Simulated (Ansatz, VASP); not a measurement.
One calculation of KCl, two programs

File INCAR:

```
SYSTEM = KCl
  PREC = Accurate
  ENCUT = 520
  EDIFF = 1E-6
  ISMEAR = 0
  SIGMA = 0.02
  LREAL = .False.
  LASPH = .True.
  NELM = 60
  ALGO = Normal
  ISIF = 2
  LWAVE = .False.
  LCHARG = .False.
  GGA = PE
  NBANDS = 15
```

KPOINTS

```
regular mesh
0
Gamma
  6 6 6
  0 0 0
```

The input POSCAR:

```
KCl
1.0
    4.1842661372      0.0000000000      0.0000000000
    0.0000000000      4.1842661372      0.0000000000
    0.0000000000      0.0000000000      4.1842661372
K Cl
1 1
Direct
    0.0000000000      0.0000000000      0.0000000000
    0.5000000000      0.5000000000      0.5000000000
```

Input for Ansatz:

```yaml
crystal:
  lattice:
    - [4.1842661372, 0.0, 0.0]
    - [0.0, 4.1842661372, 0.0]
    - [0.0, 0.0, 4.1842661372]
  atoms:
    - { symbol: K, position: [0.0, 0.0, 0.0] }
    - { symbol: Cl, position: [0.5, 0.5, 0.5] }
basis:
  ecutwfc: 420
kpoints:
  mp_grid: { grid: [6, 6, 6] }
hamiltonian:
  xc: pbe
scf:
  occupations: { method: gaussian, width: 0.02 }
output:
  forces: true
  stress: true
  eigenvalues: true
  populations: true
```

Alike in both runs: task single point; functional PBE; k mesh 6 × 6 × 6; occupations gaussian, width 0.02 eV; no spin polarisation.

|  | VASP | Ansatz |
| --- | --- | --- |
| version | VASP 6.6.1 | Ansatz 0.2.0 |
| potentials or method | VASP PAW PBE potentials, release 64 (K_sv, Cl) | scalar-relativistic, plane waves, PAW |
| plane-wave cutoff (eV) | 520 | 420 |
| valence electrons in the cell | 16 | 16 |

|  | VASP | Ansatz | Ansatz less VASP |
| --- | --- | --- | --- |
| gap on the k mesh at the Fermi level (eV) | 3.91 | 3.91 | 0.000 |
| least direct gap on the mesh (eV) | 4.06 | 4.06 | 0.000 |
| pressure (GPa) | -2.6 | -2.6 | +0.02 |

The functional is the same, so the differences come from potentials, cutoffs and numerics.

A k mesh can miss the band edges.
